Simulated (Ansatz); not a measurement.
**O: a sweep of the smearing**

One table from this session's results is given with a row withheld; the runs are named, their logs left out.

Program: Ansatz 0.2.0. Level of theory: DFT, PBE, all-electron LAPW, scalar-relativistic. These are calculated values, not measurements.

## The system as given

The structure is trigonal, space group R-3m (No. 166). The conventional cell has a = 2.847 Å, b = 2.847 Å, c = 10.225 Å, α = 90.00°, β = 90.00°, γ = 120.00°. O (site symmetry 3m) is surrounded by 1 O at 1.18 Å.

As a file:

```
CELL_PARAMETERS angstrom
1.42335 0.82177 3.40830
-1.42335 0.82177 3.40830
0.00000 -1.64354 3.40830
ATOMIC_POSITIONS crystal
O 0.05770 0.05770 0.05770
O 0.94230 0.94230 0.94230
```

The geometry is a database entry used as it stands. It may stem from high pressure or temperature, or be incomplete, so it serves as a test cell.

Atoms are numbered in the order of the input: O1, O2.

Set-up of the first run:

input.yaml reads:

```yaml
crystal:
  lattice:
    - [1.4233490221, 0.821770941, 3.4083]
    - [-1.4233490221, 0.821770941, 3.4083]
    - [0.0, -1.6435418821, 3.4083]
  atoms:
    - { symbol: O, position: [0.0577, 0.0577, 0.0577] }
    - { symbol: O, position: [0.9423, 0.9423, 0.9423] }
kpoints:
  mp_grid: { grid: [11, 11, 11] }
scf:
  occupations: { method: cold, width: 0.15 }
hamiltonian:
  xc: pbe
  pseudopotentials: { kind: all_electron, lapw: { basis_error: 0.001 } }
output:
  forces: true
  stress: true
  eigenvalues: true
```

Among the steps run: With cold smearing of 0.15 eV; With Methfessel–Paxton smearing of 0.2 eV; With Fermi–Dirac smearing of 0.01 eV; With Gaussian smearing of 0.2 eV; With tetrahedron filling.

One table of the session follows, with a row left open; its other results are not shown here.

It belongs to the step «The sweep in one table». 

| smearing | energy from the first row (meV/atom) | largest force (eV/Å) |
| --- | --- | --- |
| cold smearing of 0.15 eV | 0.00 | 2.621 |
| Methfessel–Paxton smearing of 0.2 eV | ? | ? |
| Fermi–Dirac smearing of 0.01 eV | -0.38 | 2.615 |
| Gaussian smearing of 0.2 eV | 0.00 | 2.635 |
| tetrahedron filling | 0.04 | – |

Q: Estimate the row for Methfessel–Paxton smearing of 0.2 eV from the others.

The run gave: energy from the first row (meV/atom): -0.08; largest force (eV/Å): 2.623. In the column «energy from the first row (meV/atom)» it lies between Fermi–Dirac smearing of 0.01 eV (-0.38) and cold smearing of 0.15 eV (0.00).

Energies are those extrapolated to zero smearing.

Caveats from the session: Warnings in the runs' records: tetrahedron derivatives may miss energy slope, band table not solved further.
